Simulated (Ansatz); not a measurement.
# Pd (hcp type): the cost of one run

Computed with Ansatz 0.2.0 (DFT PBE, with the methods named in each step, unless a step's input says otherwise).

This is Pd in the hcp structure; at room conditions it is fcc.

### Step 1. The starting structure

Symmetry: P6_3/mmc, No. 194, hexagonal system. The conventional cell has a = 2.778 Å, b = 2.778 Å, c = 4.616 Å, α = 90.00°, β = 90.00°, γ = 120.00°. Pd (site symmetry -6m2) has 12 Pd at 2.78 to 2.81 Å as nearest neighbours.

Coordinates:

```
Pd
1.0
     2.77845    0.00000    0.00000
    -1.38923    2.40621    0.00000
     0.00000    0.00000    4.61568
Pd
2
Direct
  0.33333 0.66667 0.25000
  0.66667 0.33333 0.75000
```

Whether this phase is the stable one at these pressures isn't tested.

Atoms are numbered in the order of the input: Pd1, Pd2.

### Step 2. The reference volume, LAPW

File input.yaml:

```yaml
crystal:
  lattice:
    - [2.7784509721, 0.0, 0.0]
    - [-1.389225486, 2.406209125, 0.0]
    - [0.0, 0.0, 4.6156812806]
  atoms:
    - { symbol: Pd, position: [0.3333333333, 0.6666666667, 0.25] }
    - { symbol: Pd, position: [0.6666666667, 0.3333333333, 0.75] }
kpoints:
  mp_grid: { grid: [17, 17, 9] }
  band_path:
    path:
      - [0.0, 0.0, 0.0]
      - [0.5, 0.0, 0.0]
      - [0.3333333333, 0.3333333333, 0.0]
      - [0.0, 0.0, 0.0]
      - [0.0, 0.0, 0.5]
      - [0.5, 0.0, 0.5]
      - [0.3333333333, 0.3333333333, 0.5]
      - [0.0, 0.0, 0.5]
      - [0.5, 0.0, 0.5]
    npoints: 14
scf:
  occupations: { method: fermi_dirac, width: 0.1 }
hamiltonian:
  xc: pbe
  pseudopotentials: { kind: all_electron, lapw: { basis_error: 0.001 } }
output:
  forces: true
  stress: true
  eigenvalues: true
  populations: true
  dos: { projected: true, de: 0.2, e_range: [-14, 8] }
```

Launch:

```console
ansatz run input.yaml --threads 1 --pin off --max-ram 2048MiB --backend cpu --events-out ev --progress --plain --runs-dir out
```

What time and memory should one allow on 1 thread of Intel Xeon Platinum 8488C (Sapphire Rapids), shared host?

About 44 s, with a peak of 0.62 GiB.
